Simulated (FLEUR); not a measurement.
Crystal: GaP.

```
Ga P
1.0
     0.00000    2.72525    2.72525
     2.72525    0.00000    2.72525
     2.72525    2.72525    0.00000
Ga P
1 1
Direct
  0.00000 0.00000 0.00000
  0.75000 0.75000 0.75000
```

Base run:

- Program: FLEUR MaX-R8.1 (later development tree)
- Functional: LDA
- Potentials or basis: all-electron
- Basis: FLAPW
- Kmax: 5.05 1/bohr
- k mesh: 8 × 8 × 8
- Occupations: fermi-dirac, width 0.05 eV
- Spin: no spin polarisation

Its results: band gap on the k mesh 1.49 eV, indirect (least direct gap 1.61 eV).

Task: The run is repeated on the same cell with these changes: functional from LDA to r2SCAN. What comes out?

Result: Band gap on the k mesh 1.89 eV, indirect (least direct gap 2.36 eV).

r2SCAN gives the wider gap, since meta-GGAs in the generalised Kohn-Sham scheme recover part of the derivative discontinuity.

Caveats: the meta-GGA is that of a development version, with a GGA for the radial functions and cores and without core tails (some runs).

A k mesh can miss the band edges.

Not every run made on this cell is shown here.
